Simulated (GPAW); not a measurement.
**Mg6H in GPAW: the effect of molecule lifted by (A)**

The system is Mg6H, a slab with vacuum.

```xyz
14
Lattice="6.4185 0.0000 0.0000 0.0000 5.2103 0.0000 0.0000 0.0000 25.2351" Properties=species:S:1:pos:R:3 pbc="T T T"
Mg    3.2093    3.9077    7.9300
Mg    0.0000    3.9077    7.9300
Mg    4.8139    1.3026    8.8564
Mg    1.6046    1.3026    8.8564
Mg    4.8139    3.9077   10.7093
Mg    1.6046    3.9077   10.7093
Mg    0.0000    1.3026   11.6357
Mg    3.2093    1.3026   11.6357
Mg    0.0000    3.9077   13.4886
Mg    3.2093    3.9077   13.4886
Mg    1.6046    1.3026   14.4151
Mg    4.8139    1.3026   14.4151
H     4.0116    2.6052   16.5551
H     4.0116    2.6052   17.3051
```

The cell isn't the ideal one: H2 (upright) over a bridge site of the (1 0 0) slab of Mg, cut from the database cell, not relaxed.

Alike in all runs:

```yaml
Program: GPAW 26.7.0
Task: single point
Functional: RPBE
Dispersion: D4
Potentials_or_basis: the program's PAW data sets (release 1.2.1) made for this functional
Cutoff: 600 eV
Basis: pw
k_mesh: 4 × 5 × 1
Occupations: fermi-dirac, width 0.05 eV
Spin: no spin polarisation
```

One run gave: work function 3.18 eV. Which molecule lifted by (A) did it use?
A. 1
B. -0.4
C. 2.5
D. 0.5
E. 0

B.

```tsv
molecule lifted by (A)	work function (eV)
0	3.31
2.5	3.55
0.5	3.44
-0.4	3.18
1	3.51
1.6	3.54
```
